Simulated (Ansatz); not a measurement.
Runs of Ansatz 0.2.0 on AlCu. It takes space group Pm-3m (No. 221, cubic). Conventional cell: a = 2.998 Å, b = 2.998 Å, c = 2.998 Å, α = 90.00°, β = 90.00°, γ = 90.00°. Around Cu (site symmetry m-3m) lie 8 Al at 2.60 Å. Al (site symmetry m-3m) is surrounded by 8 Cu at 2.60 Å. The cell comes from a database or a generator and needn't be the stable form of this composition.

```tsv
task	level	potentials or basis	cell	k mesh	cutoff (eV)	smearing	mesh quality	gap on the mesh (eV)	pressure (GPa)	V0 of scaled cells (Å³/atom)	relaxed volume (Å³/atom)	B0 (GPa)
relaxation of cell and atoms	B3LYP	Ansatz PAW	relaxed	5 × 5 × 5	420	fermi-dirac 0.05 eV	coarse	none	-	-	14.45	-
single point	r2SCANh	Ansatz PAW	as given	5 × 5 × 5	500	fermi-dirac 0.05 eV	coarse	none	-	-	-	-
projected density of states	PBEsol	Ansatz PAW	as given	5 × 5 × 5	420	fermi-dirac 0.05 eV	coarse	none	-1.4	-	-	-
relaxation of cell and atoms	HSE06	Ansatz PAW	relaxed	5 × 5 × 5	420	fermi-dirac 0.05 eV	coarse	none	-	-	13.84	-
equation of state	PBEsol	JTH PAW	as given	9 × 9 × 9	1350	fermi-dirac 0.05 eV	not flagged	-	-	(a)	-	128
equation of state	PBEsol	Ansatz PAW earlier set	as given	9 × 9 × 9	900	fermi-dirac 0.05 eV	not flagged	-	-	12.93	-	127
relaxation of cell and atoms	PBEsol	Ansatz PAW	relaxed	9 × 9 × 9	420	fermi-dirac 0.05 eV	not flagged	none	0.0	-	12.93	-
projected density of states	LDA	Ansatz PAW	as given	5 × 5 × 5	420	fermi-dirac 0.05 eV	coarse	none	-5.1	-	-	-
relaxation of cell and atoms	LDA	Ansatz PAW	relaxed	9 × 9 × 9	420	fermi-dirac 0.05 eV	not flagged	none	0.0	-	(b)	-
relaxation of cell and atoms	r2SCAN+rVV10	Ansatz PAW	relaxed	9 × 9 × 9	500	fermi-dirac 0.05 eV	not flagged	none	0.0	-	12.84	-
single point	PBEsol	Ansatz PAW	as given	9 × 9 × 9	420	gaussian 0.02 eV	not flagged	none	-4.6	-	-	-
relaxation of cell and atoms	HSEsol	Ansatz PAW	relaxed	5 × 5 × 5	420	fermi-dirac 0.05 eV	coarse	none	-	-	13.41	-
```

Alike in all rows: no spin polarisation.

Fill in the values left out.

(a) 12.91; (b) 12.51.

Caveats: some runs use coarse meshes; the PAW data sets come from PBE, with cores solved anew for the run's functional, which leaves a small shift of forces and pressure (some runs); the plane-wave basis is chosen anew once the cell has moved, so the energies of steps on either side of that aren't comparable (some runs); the density of states is complete only up to the lowest level of the last band computed (some runs); the potentials were made for another functional, which shifts forces and pressure (some runs).

A k mesh can miss the band edges.

A gap of «none» marks a metal or a gap under the smearing width.

Not every run made on this cell is shown here.
